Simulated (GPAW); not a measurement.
Al, 1 atom in the cell. The structure is cubic, space group Im-3m (No. 229). The conventional cell has a = 3.182 Å, b = 3.182 Å, c = 3.182 Å, α = 90.00°, β = 90.00°, γ = 90.00°. Al (site symmetry m-3m) is surrounded by 8 Al at 2.76 Å. This isn't the form of Al at room conditions, which is fcc.

| Property | Result |
| --- | --- |
| Program | GPAW 26.7.0 |
| Task | relaxation of cell and atoms |
| Functional | PBEsol |
| Potentials or basis | PAW data sets generated in the run's folder for this functional |
| Cutoff | 600 eV |
| Basis | pw |
| k mesh | 12 × 12 × 12 |
| Occupations | fermi-dirac, width 0.05 eV |
| Spin | no spin polarisation |
| Target pressure | 5 GPa |
| Maxiter | 150 |
| Optimizer | BFGS |
| Fmax | 0.02 eV/Å |
| Max steps | 60 |
| Target pressure | 5 GPa |
| Convergence | density=1e-05 forces=0.0001 |

Potentials or basis: PAW data sets generated in the run's folder for this functional, pw.

Command:

```bash
$ gpaw-setup -f PBEsol Al
$ OMP_NUM_THREADS=1 python run.py
```

Hardware: 1 thread of AMD EPYC 9R45 96-Core Processor (Zen 5), on a shared host.

Problem. Estimate the wall time of this run.

Solution. Run time: 7.1 s on 1 thread of AMD EPYC 9R45 96-Core Processor (Zen 5), with other jobs on the host, peak memory 0.15 GiB. Counts: scf iterations 25, plane waves 555, bands 7, k points 72, ion steps 3.
